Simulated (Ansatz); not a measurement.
# K (Fm-3m) in Ansatz: notebook

Aim: see how the results for K move with the level of theory and the settings. Levels: RPBE, r2SCAN+D4. Tasks: single point.

All numbers are computed with Ansatz 0.2.0; they aren't measurements. Logs are shortened: lines on timing, memory, paths and dates and some standing lists are left out, and cuts for length are marked.

## Step 1: The crystal as given

The structure is cubic, space group Fm-3m (No. 225). The conventional cell has a = 6.784 Å, b = 6.784 Å, c = 6.784 Å, α = 90.00°, β = 90.00°, γ = 90.00°.

This isn't the form of K at room conditions, which is bcc.

## Step 2: Single point, RPBE, collinear spin, random start

Input file run.py:

```python
import json

import ase.io
import numpy as np

import ansatz as az

atoms = ase.io.read("K.cif")
atoms.info.pop("occupancy", None)
atoms.set_initial_magnetic_moments([0.04])

calculation = (
    az.Crystal.from_ase(atoms)
    .calculation()
    .kpoints(7, 7, 7)
    .functional("rpbe")
    .pseudopotentials(kind="paw", accuracy="standard", xc_functional="lda")
    .spin("collinear")
    .occupations(method="cold", width=0.05)
    .forces()
    .stress()
    .band_table(publish=True)
)
outcome = calculation.run(threads=2, events_out="events.jsonl")

report = outcome.report
for line in open("events.jsonl"):
    event = json.loads(line)
    if event["event"] == "scf_iter":
        d = event["data"]
        print(f"SCF {d['iter']:3d}  HF = {d['harris_foulkes_ev']:.6f} eV  dr2 = {d['dr2_ev']:.2e} eV")
    elif event["event"] in ("relax_step", "md_step"):
        d = event["data"]
        print(f"{event['event']} {d['step']:3d}  E = {d['lagrangian_ev']:.6f} eV")
np.set_printoptions(precision=5, suppress=True, linewidth=110)
print("converged:", report["converged"], "after", report["n_iterations"], "iterations")
print(f"free energy {report['free_energy_ev']:.6f} eV, Fermi level {report['fermi_energy_ev']:.4f} eV")
for key in ("band_edges_ev", "magnetization_mub", "site_moments_mub", "site_moments_nc_mub", "forces_ev_ang",
                "stress_gpa"):
    if report.get(key) is not None:
        print(key, np.array(report[key]), sep="\n")
```

Input file K.cif:

```cif
data_K
_cell_length_a 4.79683254
_cell_length_b 4.79683254
_cell_length_c 4.79683254
_cell_angle_alpha 60.00000000
_cell_angle_beta 60.00000000
_cell_angle_gamma 60.00000000
_space_group_name_H-M_alt 'P1'
_space_group_name_Hall 'P 1'
_space_group_IT_number 1
loop_
_space_group_symop_operation_xyz
'x,y,z'
loop_
_atom_site_label
_atom_site_type_symbol
_atom_site_symmetry_multiplicity
_atom_site_Wyckoff_symbol
_atom_site_fract_x
_atom_site_fract_y
_atom_site_fract_z
_atom_site_occupancy
K1 K 1 a 0.0000000000 0.0000000000 0.0000000000 1
```

Potentials or basis: JTH PAW LDA.

Run with:

```sh
$ python run.py
```

The program printed:

```text
DeckWarning: basis.ecutwfc = 690 eV, auto-derived from the records' recommended cutoffs: set by K (normal level)
DeckWarning: pseudopotentials/K.paw.azcp: the checks of this K dataset prove no rule for summing its radial tables, as where they were carried onto another mesh than they were made on, and Gregory's rule is taken, under which a leading mesh point left out moves its sums only by what lay on the interval it spanned. That does not make them correct, and they differ from Quantum ESPRESSO's on this file; a re-export a [...]
PlacementWarning: RAYON_NUM_THREADS=2 ignored (pool sized by the plan → 2); use plan(threads=…)
RunWarning: the starting moments were not kept: the SCF closed with an absolute magnetisation of 5.7e-6 μB, where they sum to 0.04 μB in size (1 site). That is at most 0.1 of that sum. Measured as dr2_m measures the in/out step, that magnetisation stands 1.2e-12 eV from none, at or under the dr2_threshold of 1.0e-7 eV: it is no larger than a step whose dr2_m would equal this threshold. The system may hold no moment; this SCF sho [...]
SCF   1  HF = -1540.585526 eV  dr2 = 1.86e-02 eV
SCF   2  HF = -1540.570331 eV  dr2 = 8.80e-03 eV
SCF   3  HF = -1540.564965 eV  dr2 = 1.48e-03 eV
SCF   4  HF = -1540.566653 eV  dr2 = 2.36e-04 eV
SCF   5  HF = -1540.566423 eV  dr2 = 1.04e-04 eV
SCF   6  HF = -1540.566141 eV  dr2 = 2.81e-07 eV
SCF   7  HF = -1540.566173 eV  dr2 = 6.84e-08 eV
SCF   8  HF = -1540.566176 eV  dr2 = 3.55e-08 eV
SCF   9  HF = -1540.566179 eV  dr2 = 3.48e-11 eV
SCF  10  HF = -1540.566179 eV  dr2 = 3.38e-12 eV
SCF  11  HF = -1540.566179 eV  dr2 = 3.35e-12 eV
SCF  12  HF = -1540.566179 eV  dr2 = 9.59e-12 eV
converged: True after 12 iterations
free energy -1540.566179 eV, Fermi level 1.7878 eV
magnetization_mub
5.6972368236429816e-06
site_moments_mub
[0.]
forces_ev_ang
[[ 0. -0.  0.]]
stress_gpa
[[ 0.09545  0.      -0.     ]
 [ 0.       0.09545 -0.     ]
 [-0.      -0.       0.09545]]
```

engine_input.yaml:

```text
crystal:
  lattice:
    - [4.79683254, 0.0, 0.0]
    - [2.3984162700000002, 4.154178837339834, 0.0]
    - [2.3984162700000002, 1.3847262791132782, 3.9165973681928588]
  atoms:
    - { symbol: K, position: [0.0, 0.0, 0.0], spin: 0.04 }
kpoints:
  mp_grid:
    grid: [7, 7, 7]
hamiltonian:
  xc: rpbe
  pseudopotentials:
    kind: paw
    accuracy: standard
    xc_functional: lda
magnetization:
  spin_polarized: true
scf:
  occupations:
    method: cold
    width: 0.05
output:
  forces: true
  stress: true
  eigenvalues: true
```

Run time: 3 s. Hardware: 2 threads of Arm Neoverse V2, shared host; peak memory 0.53 GiB.

What came out:

- Free energy: -1540.5662 eV
- Pressure: 0.1 GPa
- Band gap on the k mesh: none (metal or under the smearing width)
- Net moment: 0.00 μB per cell
- Absolute moment: 0.00 μB per cell

Caveat: the potentials were made for another functional, which shifts forces and pressure; the starting moments weren't kept.

## Step 3: Single point, RPBE, collinear spin, random start

Input file input.yaml:

```yaml
crystal:
  lattice:
    - [4.79683254, 0.0, 0.0]
    - [2.39841627, 4.1541788373, 0.0]
    - [2.39841627, 1.3847262791, 3.9165973682]
  atoms:
    - { symbol: K, position: [0.0, 0.0, 0.0], spin: 0.04 }
hamiltonian:
  xc: rpbe
  pseudopotentials: { kind: paw, xc_functional: lda, accuracy: standard }
magnetization:
  spin_polarized: true
kpoints:
  mp_grid: { grid: [7, 7, 7] }
scf:
  occupations: { method: cold, width: 0.05 }
output:
  forces: true
  stress: true
  eigenvalues: true
```

Potentials or basis: JTH PAW LDA.

Run with:

```sh
$ ansatz run input.yaml --threads 2 --pin off --max-ram 5120MiB --backend cpu --events-out ev --progress --plain --runs-dir out
```

Run time: 2.4 s. Hardware: 2 threads of Arm Neoverse V2, shared host; peak memory 0.4 GiB.

The run converged. Its results:

| Item | Value |
| --- | --- |
| Free energy | -1540.5662 eV |
| Pressure | 0.1 GPa |
| Band gap on the k mesh | none (metal or under the smearing width) |
| Net moment | 0.00 μB per cell |
| Absolute moment | 0.00 μB per cell |

Levels at points of the mesh, in eV from the Fermi level:
Spin up:
| k point | band 3 | band 4 | band 5 | band 6 | band 7 | band 8 |
| --- | --- | --- | --- | --- | --- | --- |
| (0.00, 0.00, 0.00) | -15.82 | -15.82 | -2.19 | 4.06 | 4.06 | 4.06 |
Spin down:
```tsv
k point	band 2	band 3	band 4	band 5	band 6	band 7	band 8	band 9
(0.00, 0.00, 0.00)	-15.82	-15.82	-15.82	-2.19	4.06	4.06	4.06	5.26
```

Caveat: the starting moments weren't kept.

## Step 4: Single point, r2SCAN+D4

Changes to run.py since step 2:

```diff
@@ -7,5 +7,3 @@
 
-atoms = ase.io.read("K.cif")
-atoms.info.pop("occupancy", None)
-atoms.set_initial_magnetic_moments([0.04])
+atoms = ase.io.read("POSCAR", format="vasp")
 
@@ -15,9 +13,7 @@
     .kpoints(7, 7, 7)
-    .functional("rpbe")
-    .pseudopotentials(kind="paw", accuracy="standard", xc_functional="lda")
-    .spin("collinear")
-    .occupations(method="cold", width=0.05)
+    .functional("r2scan", dispersion="d4")
+    .pseudopotentials(kind="paw", accuracy="stringent")
+    .occupations(method="tetrahedron")
     .forces()
     .stress()
-    .band_table(publish=True)
 )
```

Input file POSCAR:

```
K
1.0
    0.0000000000      3.3918728180      3.3918728180
    3.3918728180      0.0000000000      3.3918728180
    3.3918728180      3.3918728180      0.0000000000
K
1
Direct
    0.0000000000      0.0000000000      0.0000000000
```

Potentials or basis: SSSP precision PAW.

Run with:

```sh
$ python run.py
```

The program printed:

```text
DeckWarning: output.forces, output.stress, relax.cell or npt_langevin: where a Kohn–Sham band that disperses or a degenerate level is filled in part under the method tetrahedron, the forces or the stress that this run publishes need not agree with its energy (scf.occupations.method in the input reference, under Limitations); prefer a smearing scheme for the forces or the stress
DeckWarning: basis.ecutwfc = 816.341587 eV, auto-derived from the records' recommended cutoffs: set by K (normal level)
DeckWarning: The stringent table, which hamiltonian.pseudopotentials names, holds the potential of the library's standard table for K (one content_sha256, or a second file that the publisher made of the same generator input, which states another). The run takes no other species from the library, so that hamiltonian.pseudopotentials.accuracy: standard would change no potential of it. The deck needs no change, but a comparison with [...]
PlacementWarning: RAYON_NUM_THREADS=2 ignored (pool sized by the plan → 2); use plan(threads=…)
SCF   1  HF = -1542.282075 eV  dr2 = 2.70e-02 eV
SCF   2  HF = -1542.288020 eV  dr2 = 1.21e-02 eV
SCF   3  HF = -1542.290204 eV  dr2 = 1.85e-03 eV
SCF   4  HF = -1542.291072 eV  dr2 = 3.16e-05 eV
SCF   5  HF = -1542.291014 eV  dr2 = 3.17e-06 eV
SCF   6  HF = -1542.291018 eV  dr2 = 3.38e-07 eV
SCF   7  HF = -1542.291017 eV  dr2 = 2.77e-08 eV
converged: True after 7 iterations
free energy -1542.291017 eV, Fermi level 1.6493 eV
magnetization_mub
0.0
forces_ev_ang
[[-0.  0. -0.]]
stress_gpa
[[-0.09873 -0.      -0.     ]
 [ 0.      -0.09873 -0.     ]
 [-0.       0.      -0.09873]]
```

engine_input.yaml:

```text
crystal:
  lattice:
    - [0.0, 3.391872818, 3.391872818]
    - [3.391872818, 0.0, 3.391872818]
    - [3.391872818, 3.391872818, 0.0]
  atoms:
    - { symbol: K, position: [0.0, 0.0, 0.0] }
kpoints:
  mp_grid:
    grid: [7, 7, 7]
hamiltonian:
  xc: r2scan
  dispersion: d4
  pseudopotentials:
    kind: paw
    accuracy: stringent
scf:
  occupations:
    method: tetrahedron
output:
  forces: true
  stress: true
```

It took 4.8 s on 2 threads of Arm Neoverse V2, shared host; peak memory 1.6 GiB.

Results:

| Property | Result |
| --- | --- |
| Free energy | -1542.2910 eV |
| Pressure | -0.1 GPa |
| Band gap on the k mesh | none (metal or under the smearing width) |

Caveat: the PAW data sets were made with another functional, which shifts forces and pressure a little; pairwise dispersion overbinds metals, which lowers pressure and volume; with tetrahedron occupations forces and stress needn't match the slope of the energy.

## Step 5: Overview

```csv
level,potentials or basis,spin,cutoff (eV),smearing,driver,gap on the mesh (eV),pressure (GPa),moment (μB)
RPBE,JTH PAW LDA,"collinear, random start",690,cold 0.05 eV,chain,none,0.1,0.00
RPBE,JTH PAW LDA,"collinear, random start",690,cold 0.05 eV,-,none,0.1,0.00
r2SCAN+D4,SSSP precision PAW,off,816,tetrahedron,chain,none,-0.1,-
```

Alike in all rows: task single point; cell as given; k mesh 7 × 7 × 7.

Caveats: the starting moments weren't kept (some runs); the potentials were made for another functional, which shifts forces and pressure (some runs); the PAW data sets were made with another functional, which shifts forces and pressure a little (some runs); pairwise dispersion overbinds metals, which lowers pressure and volume (some runs); with tetrahedron occupations forces and stress needn't match the slope of the energy (some runs).

Absolute energies hang on the potentials; compare differences alone.
